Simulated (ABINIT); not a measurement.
Runs of ABINIT 10.8.3 (patched build) on Ti. The structure is cubic, space group Fm-3m (No. 225). Conventional cell: a = 4.060 Å, b = 4.060 Å, c = 4.060 Å, α = 90.00°, β = 90.00°, γ = 90.00°. Ti (site symmetry m-3m) is surrounded by 12 Ti at 2.87 Å. This isn't the form of Ti at room conditions, which is hcp.

| level | gap on the mesh (eV) | pressure (GPa) |
| --- | --- | --- |
| WC | none | -0.2 |
| RPBE | none | 7.7 |
| AM05 | none | (a) |
| SCAN | none | (b) |
| PBE | none | 4.3 |
| PW91 | none | 3.6 |
| BLYP | none | 6.8 |
| LDA | none | (c) |

Alike in all rows: task single point; potentials or basis JTH PAW PBE v2.0; no spin polarisation; cell as given; k mesh 11 × 11 × 11; cutoff (eV) 490; smearing fermi-dirac 0.05 eV.

Estimate the missing entries.

(a) 0.0; (b) 2.8; (c) -4.8.

Caveats: the PAW data sets were made with another functional, which shifts forces and pressure a little (some runs).

A gap of «none» marks a metal or a gap under the smearing width.
